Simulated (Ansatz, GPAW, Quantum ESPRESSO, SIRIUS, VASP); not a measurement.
Te2Mo: programs and potentials compared

```
Te Mo
1.0
     3.51820    0.00000    0.00000
    -1.75910    3.04685    0.00000
     0.00000    0.00000   13.97360
Te Mo
4 2
Direct
  0.66667 0.33333 0.37900
  0.33333 0.66667 0.87900
  0.66667 0.33333 0.12100
  0.33333 0.66667 0.62100
  0.66667 0.33333 0.75000
  0.33333 0.66667 0.25000
```

Alike in all runs: task single point; functional PBEsol; k mesh 9 × 9 × 2; occupations fermi-dirac, width 0.05 eV; no spin polarisation; no spin-orbit coupling. Pressure is positive in compression and, in plane waves, holds the error of the finite cutoff.

```csv
program and potentials,plane-wave cutoff (eV),notes,pressure (GPa),largest force (eV/Å)
"GPAW, PAW data sets generated for this functional",600,8.67 valence electrons an atom on average,-1.75,0.164
"VASP, PBE PAW files Mo_sv, Te, 520 eV",520,potentials made for PBE; 8.67 valence electrons an atom on average,-0.98,0.061
"Quantum ESPRESSO, GBRV 1.5 PBEsol",612,8.67 valence electrons an atom on average,-0.27,-
"Ansatz, all-electron LAPW, scalar-relativistic",-,-,-1.09,0.090
"SIRIUS, PseudoDojo 0.4.1 PBEsol standard (scalar relativistic)",1102,15.33 valence electrons an atom on average,?,-
```

**Question.** Estimate from the other rows what the run with SIRIUS, PseudoDojo 0.4.1 PBEsol standard (scalar relativistic) gave.

**Answer.** Pressure -0.65 GPa. The other rows, which needn't bracket it: pressure -1.75 to -0.27; largest force 0.061 to 0.164.
